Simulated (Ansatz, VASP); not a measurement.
# Two plane-wave programs on Cd

INCAR

```
SYSTEM = Cd
PREC = Accurate
ENCUT = 520
EDIFF = 1E-7
ISMEAR = -1
SIGMA = 0.05
LREAL = .False.
LASPH = .True.
NELM = 100
ALGO = Normal
ISIF = 2
LWAVE = .False.
LCHARG = .False.
GGA = PE
NBANDS = 12
```

Contents of KPOINTS:

```
Automatic mesh
0
Gamma
  10 10 10
  0 0 0
```

Contents of POSCAR:

```
Cd
1.0
   -1.8078026137      1.8078026137      1.8078026137
    1.8078026137     -1.8078026137      1.8078026137
    1.8078026137      1.8078026137     -1.8078026137
Cd
1
Direct
    0.0000000000      0.0000000000      0.0000000000
```

input.yaml

```yaml
crystal:
  lattice:
    - [-1.8078026137, 1.8078026137, 1.8078026137]
    - [1.8078026137, -1.8078026137, 1.8078026137]
    - [1.8078026137, 1.8078026137, -1.8078026137]
  atoms:
    - { symbol: Cd, position: [0.0, 0.0, 0.0] }
hamiltonian:
  xc: pbe
  pseudopotentials: { kind: paw }
kpoints:
  mp_grid: { grid: [10, 10, 10] }
scf:
  occupations: { method: fermi_dirac, width: 0.05 }
output:
  forces: true
  stress: true
  eigenvalues: true
```

Change from the starting cell: volume scaled by 1.04.

Alike in both runs: task single point; functional PBE; k mesh 10 × 10 × 10; occupations fermi-dirac, width 0.05 eV; no spin polarisation.

|  | VASP | Ansatz |
| --- | --- | --- |
| version | VASP 6.6.1 | Ansatz 0.2.0 |
| potentials or method | VASP PAW PBE potentials, release 64 (Cd) | Ansatz PAW |
| plane-wave cutoff (eV) | 520 | 420 |
| valence electrons in the cell | 12 | 20 |

Ansatz gave:

```
gap on the k mesh at the Fermi level (eV) : none
pressure (GPa)                            : -0.3
```

**Question.** Estimate VASP's values.

**Answer.** gap on the k mesh at the Fermi level (eV): none; pressure (GPa): -0.1.

A gap of «none» marks a metal or a gap that the smearing closes. The two sets of potentials don't hold the same shells in valence.
